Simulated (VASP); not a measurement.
# WSe2 on 6 metals, part 2 of 3

How strongly do Au, Ag, Al, Pd, Pt and Os bind WSe2, and where do they put its Fermi level?

VASP 6.6.1, plane waves and PAW; the level of theory is named at each step.

So far: The starting structure; Relax the free sheet, PBE; Levels of the free sheet, PBE; Relax the metal slab, PBE.

**5. Work function of the metal, PBE**

Level: PBE with D3(BJ); plane waves and PAW (Pt).

INCAR

```
SYSTEM = Pt
PREC = Normal
ENCUT = 330
EDIFF = 1E-06
NELM = 120
ISMEAR = 1
SIGMA = 0.1
LREAL = Auto
ALGO = Fast
GGA = PE
IVDW = 12
NBANDS = 99
LASPH = .TRUE.
LORBIT = 11
LWAVE = .FALSE.
LCHARG = .FALSE.
KPAR = 4
IDIPOL = 3
LDIPOL = .TRUE.
DIPOL = 0.5 0.5 0.38
LVHAR = .TRUE.
LVACPOTAV = .TRUE.
NEDOS = 1500
```

POSCAR

```
Pt
1.0
    4.9265704350      2.8443567670      0.0000000000
   -4.9265704350      2.8443567670      0.0000000000
    0.0000000000      0.0000000000     29.7310041950
Pt
16
Selective dynamics
Direct
    0.0000000000      0.0000000000      0.2690793740  F F F
    0.0000000000      0.5000000000      0.2690793740  F F F
    0.5000000000      0.0000000000      0.2690793740  F F F
    0.5000000000      0.5000000000      0.2690793740  F F F
    0.1666666670      0.3333333330      0.3436918100  F F F
    0.1666666670      0.8333333330      0.3436918100  F F F
    0.6666666670      0.3333333330      0.3436918100  F F F
    0.6666666670      0.8333333330      0.3436918100  F F F
    0.3333333330      0.1666666670      0.4168063095  T T T
    0.3333333330      0.6666666670      0.4168063095  T T T
    0.8333333330      0.1666666670      0.4168063095  T T T
    0.8333333330      0.6666666670      0.4168063095  T T T
    0.0000000000      0.0000000000      0.4917744702  T T T
    0.0000000000      0.5000000000      0.4917744702  T T T
    0.5000000000      0.0000000000      0.4917744702  T T T
    0.5000000000      0.5000000000      0.4917744702  T T T
```

KPOINTS

```
Automatic mesh
0
Gamma
9 9 1
0 0 0
```

The projector-augmented-wave data sets are Pt (PBE family, release 64).

Launch:

```sh
$ mpirun -np 4 vasp_std
```

What it wrote:

```text
[... set-up lines as in an earlier step ...]
 entering main loop
       N       E                     dE             d eps       ncg     rms          rms(c)
DAV:   1     0.949874274002E+03    0.94987E+03   -0.52970E+04  2392   0.937E+02
DAV:   2    -0.201658985534E+02   -0.97004E+03   -0.89481E+03  3088   0.231E+02
DAV:   3    -0.953848012791E+02   -0.75219E+02   -0.68337E+02  2760   0.628E+01
DAV:   4    -0.979492308109E+02   -0.25644E+01   -0.24866E+01  3165   0.114E+01
[...]
RMM:  30    -0.920116091081E+02   -0.15294E-05   -0.85463E-08   529   0.718E-04    0.341E-03
RMM:  31    -0.920116106323E+02   -0.15242E-05   -0.49405E-08   643   0.799E-04    0.183E-03
RMM:  32    -0.920116108989E+02   -0.26662E-06   -0.29862E-08   541   0.734E-04
 [... a notice as in an earlier step ...]

   1 F= -.10094930E+03 E0= -.10094913E+03  d E =-.509709E-03
```

Wall time 7.4 min (4 MPI ranks of AMD EPYC 7R43, shared host); peak memory 2 GiB; 28 min of CPU time.

Parts of OUTCAR (step 5):

```text
 Edisp (eV)   -8.93769

  Total     -27.83444   -27.83444    -0.77944     0.00000    -0.00000     0.00000
  in kB     -53.52107   -53.52107    -1.49873     0.00000    -0.00000     0.00000
  external pressure =      -36.18 kB  Pullay stress =        0.00 kB

 POSITION                                       TOTAL-FORCE (eV/Angst)
 -----------------------------------------------------------------------------------
      0.00000      0.00000      8.00000         0.000000      0.000000     -0.101683
     -2.46329      1.42218      8.00000         0.000000      0.000000     -0.101683
      2.46329      1.42218      8.00000         0.000000     -0.000000     -0.101683
      0.00000      2.84436      8.00000         0.000000      0.000000     -0.101683
     -0.82110      1.42218     10.21830         0.000000      0.000000      0.097833
     -3.28438      2.84436     10.21830        -0.000000     -0.000000      0.097833
      1.64219      2.84436     10.21830         0.000000      0.000000      0.097833
     -0.82110      4.26654     10.21830        -0.000000      0.000000      0.097833
      0.82110      1.42218     12.39207        -0.000000      0.000000      0.021735
     -1.64219      2.84436     12.39207        -0.000000     -0.000000      0.021735
      3.28438      2.84436     12.39207        -0.000000      0.000000      0.021735
      0.82110      4.26654     12.39207        -0.000000     -0.000000      0.021735
      0.00000      0.00000     14.62095        -0.000000     -0.000000     -0.017885
     -2.46329      1.42218     14.62095        -0.000000     -0.000000     -0.017885
      2.46329      1.42218     14.62095        -0.000000     -0.000000     -0.017885
      0.00000      2.84436     14.62095        -0.000000     -0.000000     -0.017885
 -----------------------------------------------------------------------------------
    total drift:                               -0.000000     -0.000001     -0.234778

  FREE ENERGIE OF THE ION-ELECTRON SYSTEM (eV)
  ---------------------------------------------------
  free  energy   TOTEN  =      -100.9492971924 eV

  energy  without entropy=     -100.9487874837  energy(sigma->0) =     -100.94912729

[... 1 part as in an earlier step ...]

[... 2 further parts left out ...]
[key lines of the parts left out:]
E-fermi :  -0.7743
```

This run gave:

| Quantity | Value |
| --- | --- |
| energy(sigma→0) of the program | -100.9491 eV |
| work function, upper and lower side | 5.62, 5.62 eV |

VASP warns that it found no field-free region by its own threshold; the planar potential, read 60 % of the way from the top atom to the cell's edge, stands at 5.62 eV above the Fermi level.

**6. Relax the contact, PBE**

The sheet is set on the slab and relaxes with the two upper layers.

Level: PBE with D3(BJ), no spin polarisation; plane waves and PAW (Pt, W_sv, Se).

System, named by how it was started: WSe2 on Pt. The cell holds 25 atoms: 16 Pt, 3 W and 6 Se. Its edges and angles: a = 5.689 Å, b = 5.689 Å, c = 29.731 Å, α = 90.0°, β = 90.0°, γ = 120.0°. It derives from WSe2. WSe2 on 4 layers of Pt, the metal strained to the sheet. Vacuum lies along c.

INCAR

```
SYSTEM = Pt16W3Se6
PREC = Normal
ENCUT = 330
EDIFF = 1E-05
NELM = 120
ISMEAR = 1
SIGMA = 0.1
LREAL = Auto
ALGO = Fast
GGA = PE
IVDW = 12
NBANDS = 140
LASPH = .TRUE.
LORBIT = 11
LWAVE = .FALSE.
LCHARG = .FALSE.
KPAR = 4
IBRION = 2
NSW = 50
ISIF = 2
EDIFFG = -0.03
POTIM = 0.5
MAXMIX = 40
IDIPOL = 3
LDIPOL = .TRUE.
DIPOL = 0.5 0.5 0.474
```

POSCAR

```
Pt16W3Se6
1.0
    4.9265704350      2.8443567670      0.0000000000
   -4.9265704350      2.8443567670      0.0000000000
    0.0000000000      0.0000000000     29.7310041950
Pt W Se
16 3 6
Selective dynamics
Direct
    0.0000000000      0.0000000000      0.2690793740  F F F
    0.0000000000      0.5000000000      0.2690793740  F F F
    0.5000000000      0.0000000000      0.2690793740  F F F
    0.5000000000      0.5000000000      0.2690793740  F F F
    0.1666666670      0.3333333330      0.3436918100  F F F
    0.1666666670      0.8333333330      0.3436918100  F F F
    0.6666666670      0.3333333330      0.3436918100  F F F
    0.6666666670      0.8333333330      0.3436918100  F F F
    0.3333333330      0.1666666670      0.4168063100  T T T
    0.3333333330      0.6666666670      0.4168063100  T T T
    0.8333333330      0.1666666670      0.4168063100  T T T
    0.8333333330      0.6666666670      0.4168063100  T T T
    0.0000000000      0.0000000000      0.4917744700  T T T
    0.0000000000      0.5000000000      0.4917744700  T T T
    0.5000000000      0.0000000000      0.4917744700  T T T
    0.5000000000      0.5000000000      0.4917744700  T T T
    0.3333333330      0.3333333330      0.6393661250  T T T
    0.6666666670      0.0000000000      0.6393661250  T T T
    0.0000000000      0.6666666670      0.6393661250  T T T
    0.3333333330      0.0000000000      0.5825887590  T T T
    0.6666666670      0.6666666670      0.5825887590  T T T
    0.0000000000      0.3333333330      0.5825887590  T T T
    0.3333333330      0.0000000000      0.6961434920  T T T
    0.6666666670      0.6666666670      0.6961434920  T T T
    0.0000000000      0.3333333330      0.6961434920  T T T
```

KPOINTS

```
Automatic mesh
0
Gamma
6 6 1
0 0 0
```

Potentials, in the order of the species: Pt, W_sv and Se (PBE family, release 64).

Launch:

```sh
$ mpirun -np 4 vasp_std
```

What it wrote:

```text
[banner, memory and clock lines left out]
running    4 mpi-ranks, on    1 nodes
[...]
LDA part: xc-table for (Slater+PW92), standard interpolation
 POSCAR, INCAR and KPOINTS ok, starting setup
[...]
entering main loop
       N       E                     dE             d eps       ncg     rms          rms(c)
DAV:   1     0.150200533508E+04    0.15020E+04   -0.92353E+04  2464   0.107E+03
DAV:   2    -0.489333293622E+02   -0.15509E+04   -0.14921E+04  2604   0.286E+02
DAV:   3    -0.160328250064E+03   -0.11139E+03   -0.10394E+03  2696   0.708E+01
DAV:   4    -0.165726927660E+03   -0.53987E+01   -0.52709E+01  3072   0.144E+01
[...]
RMM:  34    -0.157312369985E+03   -0.29473E-04   -0.79098E-06  1124   0.400E-03    0.146E-02
RMM:  35    -0.157312382049E+03   -0.12064E-04   -0.92517E-06  1189   0.423E-03    0.543E-03
RMM:  36    -0.157312385251E+03   -0.32024E-05   -0.31586E-06   782   0.279E-03
   1 F= -.17118425E+03 E0= -.17118181E+03  d E =-.171184E+03
[... from here on, the cycles between the ionic steps are left out ...]
   2 F= -.17121221E+03 E0= -.17120998E+03  d E =-.279539E-01
   3 F= -.17122149E+03 E0= -.17121945E+03  d E =-.372372E-01
   5 F= -.17124420E+03 E0= -.17124284E+03  d E =-.227088E-01
   7 F= -.17126879E+03 E0= -.17126807E+03  d E =-.245946E-01
   9 F= -.17127268E+03 E0= -.17127200E+03  d E =-.380053E-02
  11 F= -.17127685E+03 E0= -.17127608E+03  d E =-.400642E-02
  13 F= -.17128633E+03 E0= -.17128518E+03  d E =-.277219E-02
  15 F= -.17128974E+03 E0= -.17128832E+03  d E =-.617961E-02
  17 F= -.17129267E+03 E0= -.17129128E+03  d E =-.248184E-02
  19 F= -.17130138E+03 E0= -.17129946E+03  d E =-.111941E-01
  21 F= -.17130909E+03 E0= -.17130709E+03  d E =-.770958E-02
  23 F= -.17131758E+03 E0= -.17131557E+03  d E =-.718977E-02
  25 F= -.17132012E+03 E0= -.17131815E+03  d E =-.973905E-02
  27 F= -.17132266E+03 E0= -.17132075E+03  d E =-.253608E-02
  29 F= -.17132388E+03 E0= -.17132206E+03  d E =-.126462E-02
  30 F= -.17132412E+03 E0= -.17132232E+03  d E =-.149959E-02
[...]
reached required accuracy - stopping structural energy minimisation
```

The job ended after 58 min (4 MPI ranks; peak memory 2.5 GiB).

From OUTCAR (step 6):

```text
 Edisp (eV)  -14.05399

 Edisp (eV)  -14.05451

  Total     -24.99409   -24.99409    -0.61294    -0.00000     0.00000     0.00000
  in kB     -48.05954   -48.05954    -1.17859    -0.00000     0.00000     0.00000
  external pressure =      -32.43 kB  Pullay stress =        0.00 kB

 POSITION                                       TOTAL-FORCE (eV/Angst)
 -----------------------------------------------------------------------------------
      0.00000      0.00000      8.00000        -0.000000     -0.000000     -0.134251
     -2.46329      1.42218      8.00000         0.028917     -0.027076     -0.164034
      2.46329      1.42218      8.00000        -0.037907     -0.011504     -0.164034
      0.00000      2.84436      8.00000         0.008990      0.038581     -0.164034
     -0.82110      1.42218     10.21830        -0.068283     -0.050420      0.145748
     -3.28438      2.84436     10.21830        -0.009524      0.084345      0.145748
      1.64219      2.84436     10.21830        -0.000000     -0.000000      0.171389
     -0.82110      4.26654     10.21830         0.077807     -0.033924      0.145748
      0.79957      1.44685     12.39429         0.008467     -0.003279     -0.017039
     -1.64219      2.84436     12.39208        -0.000000     -0.000000      0.020690
      3.27377      2.81338     12.39429        -0.001394      0.008973     -0.017039
      0.85322      4.27284     12.39429        -0.007074     -0.005693     -0.017039
      0.00000      0.00000     14.58085        -0.000000     -0.000000     -0.007369
     -2.41585      1.39544     14.65530         0.005129     -0.006367      0.007533
[...]
-----------------------------------------------------------------------------------
    total drift:                                0.000001     -0.000035     -0.076960

  FREE ENERGIE OF THE ION-ELECTRON SYSTEM (eV)
  ---------------------------------------------------
  free  energy   TOTEN  =      -171.3241152672 eV

  energy  without entropy=     -171.3187243381  energy(sigma->0) =     -171.32231829

[... 2 parts as in an earlier step ...]

[... 2 further parts left out ...]
[key lines of the parts left out:]
E-fermi :   2.1729
```

This run gave:

- energy(sigma→0) of the program: -171.3223 eV
- ionic steps: 30

**7. Levels of the contact, PBE**

The shift of the core potential in the sheet carries its free levels over.

Level: PBE with D3(BJ), no spin polarisation; plane waves and PAW (Pt, W_sv, Se).

INCAR

```
SYSTEM = Pt16W3Se6
PREC = Normal
ENCUT = 330
EDIFF = 1E-06
NELM = 120
ISMEAR = 1
SIGMA = 0.1
LREAL = .FALSE.
ALGO = Fast
GGA = PE
IVDW = 12
NBANDS = 140
LASPH = .TRUE.
LORBIT = 11
LWAVE = .FALSE.
LCHARG = .TRUE.
KPAR = 4
IDIPOL = 3
LDIPOL = .TRUE.
DIPOL = 0.5 0.5 0.471
LVHAR = .TRUE.
LVACPOTAV = .TRUE.
NEDOS = 1500
```

POSCAR

```
Pt16W3Se6
1.0
    4.9265704350      2.8443567670      0.0000000000
   -4.9265704350      2.8443567670      0.0000000000
    0.0000000000      0.0000000000     29.7310041950
Pt W Se
16 3 6
Selective dynamics
Direct
    0.0000000000      0.0000000000      0.2690793740  F F F
    0.0000000000      0.5000000000      0.2690793740  F F F
    0.5000000000      0.0000000000      0.2690793740  F F F
    0.5000000000      0.5000000000      0.2690793740  F F F
    0.1666666670      0.3333333330      0.3436918100  F F F
    0.1666666670      0.8333333330      0.3436918100  F F F
    0.6666666670      0.3333333330      0.3436918100  F F F
    0.6666666670      0.8333333330      0.3436918100  F F F
    0.3354860402      0.1731879324      0.4168810037  T T T
    0.3333333330      0.6666666670      0.4168066983  T T T
    0.8268120676      0.1622981088      0.4168810037  T T T
    0.8377018912      0.6645139598      0.4168810037  T T T
    0.0000000000      0.0000000000      0.4904257612  T T T
    0.0001135057      0.4904845888      0.4929298891  T T T
    0.4903710831      0.9998864943      0.4929298891  T T T
    0.5095154112      0.5096289169      0.4929298891  T T T
    0.3330745311      0.3330192617      0.6330119685  T T T
    0.6669807383      0.0000552694      0.6330119685  T T T
    0.9999447306      0.6669254689      0.6330119685  T T T
    0.3356365079      0.0000380881      0.5759561369  T T T
    0.6644015802      0.6643634921      0.5759561369  T T T
    0.9999619119      0.3355984198      0.5759561369  T T T
    0.3340649507      0.9999650797      0.6897234454  T T T
    0.6659001290      0.6659350493      0.6897234454  T T T
    0.0000349203      0.3340998710      0.6897234454  T T T
```

KPOINTS

```
Automatic mesh
0
Gamma
9 9 1
0 0 0
```

Launch:

```sh
$ mpirun -np 4 vasp_std
```

What it wrote:

```text
[banner, memory and clock lines left out]
running    4 mpi-ranks, on    1 nodes
[...]
|                                                                             |
|               ----> ADVICE to this user running VASP <----                  |
|                                                                             |
|     You have a (more or less) 'large supercell' and for larger cells it     |
|     might be more efficient to use real-space projection operators.         |
|     Therefore, try LREAL= Auto in the INCAR file.                           |
|     Mind: For very accurate calculation, you might also keep the            |
|     reciprocal projection scheme (i.e. LREAL=.FALSE.).                      |
|                                                                             |

 LDA part: xc-table for (Slater+PW92), standard interpolation
 POSCAR, INCAR and KPOINTS ok, starting setup
[...]
entering main loop
       N       E                     dE             d eps       ncg     rms          rms(c)
DAV:   1     0.151682380587E+04    0.15168E+04   -0.92461E+04  4600   0.107E+03
DAV:   2    -0.496387450444E+02   -0.15665E+04   -0.15060E+04  4928   0.287E+02
DAV:   3    -0.160214912912E+03   -0.11058E+03   -0.10378E+03  5136   0.708E+01
DAV:   4    -0.165430425147E+03   -0.52155E+01   -0.50882E+01  5680   0.143E+01
[...]
RMM:  39    -0.157161154865E+03   -0.12032E-05   -0.53039E-07  2217   0.112E-03    0.564E-04
RMM:  40    -0.157161156363E+03   -0.14983E-05   -0.22651E-07  1738   0.854E-04    0.666E-04
RMM:  41    -0.157161157127E+03   -0.76352E-06   -0.67502E-08  1213   0.642E-04
 [... a notice as in an earlier step ...]

   1 F= -.17121567E+03 E0= -.17121394E+03  d E =-.517899E-02
```

Run time: 21 min. Hardware: 4 MPI ranks; peak memory 3.2 GiB.

OUTCAR, selected parts (step 7):

```text
 Edisp (eV)  -14.05451

  Total     -24.56011   -24.56011    -1.07021    -0.00000     0.00000     0.00000
  in kB     -47.22507   -47.22507    -2.05783    -0.00000     0.00000     0.00000
  external pressure =      -32.17 kB  Pullay stress =        0.00 kB

 POSITION                                       TOTAL-FORCE (eV/Angst)
 -----------------------------------------------------------------------------------
      0.00000      0.00000      8.00000         0.000000      0.000000     -0.079582
     -2.46329      1.42218      8.00000         0.016887     -0.013921     -0.115235
      2.46329      1.42218      8.00000        -0.020500     -0.007664     -0.115235
      0.00000      2.84436      8.00000         0.003613      0.021585     -0.115235
     -0.82110      1.42218     10.21830        -0.073781     -0.047654      0.098072
     -3.28438      2.84436     10.21830        -0.004379      0.087723      0.098072
      1.64219      2.84436     10.21830         0.000000      0.000000      0.116522
     -0.82110      4.26654     10.21830         0.078160     -0.040069      0.098072
      0.79957      1.44685     12.39429         0.008438      0.001414      0.006850
     -1.64219      2.84436     12.39208         0.000000      0.000000      0.040107
      3.27377      2.81338     12.39429        -0.005444      0.006600      0.006850
      0.85322      4.27284     12.39429        -0.002994     -0.008014      0.006850
      0.00000      0.00000     14.58085         0.000000      0.000000     -0.014823
     -2.41585      1.39544     14.65530         0.002845      0.005639     -0.003311
[...]
-----------------------------------------------------------------------------------
    total drift:                                0.000001     -0.000035     -0.000176

  FREE ENERGIE OF THE ION-ELECTRON SYSTEM (eV)
  ---------------------------------------------------
  free  energy   TOTEN  =      -171.2156656805 eV

  energy  without entropy=     -171.2104866895  energy(sigma->0) =     -171.21393935

[... 1 part as in an earlier step ...]

[... 2 further parts left out ...]
[key lines of the parts left out:]
E-fermi :   2.1826
```

Numbers from this step:

- energy(sigma→0) of the program: -171.2139 eV
- work function, upper and lower side: 4.41, 5.62 eV

VASP warns that it found no field-free region by its own threshold; the planar potential, read 60 % of the way from the top atom to the cell's edge, stands at 4.41 eV above the Fermi level.

[end of part 2 of 3]

[Lines on the potential files, build, host, timing and source positions are cut from VASP's logs without a mark.]

[Logs are printed without paths, hosts, clocks, repeated set-up lines and the standing remarks that a program may print on its own settings, such as how far it seeks lower states.]

[Hosts, paths, dates, database ids (printed as entryN), source tags and the programs' standing remarks are cut or masked in the printed files.]
